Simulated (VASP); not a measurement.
Wanted: the native input for a VASP 6.6.1 run.

```
Task                   : relaxation of cell and atoms
Functional             : LDA
Potentials or basis    : VASP PAW LDA potentials, release 64 (Os)
Cutoff                 : 600 eV
k mesh                 : 10 × 10 × 10
Occupations            : methfessel-paxton, width 0.15 eV
Spin                   : no spin polarisation
Dipole correction      : no
Further INCAR settings : ALGO = Fast; EDIFF = 1e-07; IBRION = 2; EDIFFG = -0.02; NSW = 80; ISIF = 3
```

The structure of Os lies in POSCAR:

```
Os
1.0
    0.0000000000      1.9450000000      1.9450000000
    1.9450000000      0.0000000000      1.9450000000
    1.9450000000      1.9450000000      0.0000000000
Os
1
Direct
    0.0000000000      0.0000000000      0.0000000000
```

This isn't the form of Os at room conditions, which is hcp.

The input as run:

INCAR

```
SYSTEM = Os
PREC = Accurate
ENCUT = 600
EDIFF = 1E-7
ISMEAR = 1
SIGMA = 0.15
LREAL = .FALSE.
LASPH = .TRUE.
NELM = 100
ALGO = Fast
ISIF = 3
LWAVE = .FALSE.
LCHARG = .FALSE.
GGA = CA
IBRION = 2
NSW = 80
EDIFFG = -0.02
```

KPOINTS

```
Automatic mesh
0
G
  10 10 10
  0 0 0
```

Potentials or basis: VASP PAW LDA potentials, release 64 (Os).

The run is started by

```bash
$ cat potpaw_LDA.64/Os/POTCAR > POTCAR
$ mpirun -np 1 vasp_std > vasp.out
```

Results of the run:

| Property | Result |
| --- | --- |
| Relaxed volume | 13.80 Å³/atom |
| Relaxed cell | a = 2.693 Å, b = 2.693 Å, c = 2.693 Å, α = 60.00°, β = 60.00°, γ = 60.00° |
| Space group after relaxing (to 0.05 Å) | Fm-3m (No. 225) |
| Energy gained by relaxing | 73.9 meV/atom |
| Ionic steps | 5 |
| Pressure after relaxing | 0.0 GPa |
| Band gap on the k mesh | none (metal or under the smearing width) |

It took 26 s on 1 thread of Intel(R) Xeon(R) Platinum 8375C CPU @ 2.90GHz (Ice Lake), with other jobs on the host, peak memory 0.15 GiB.
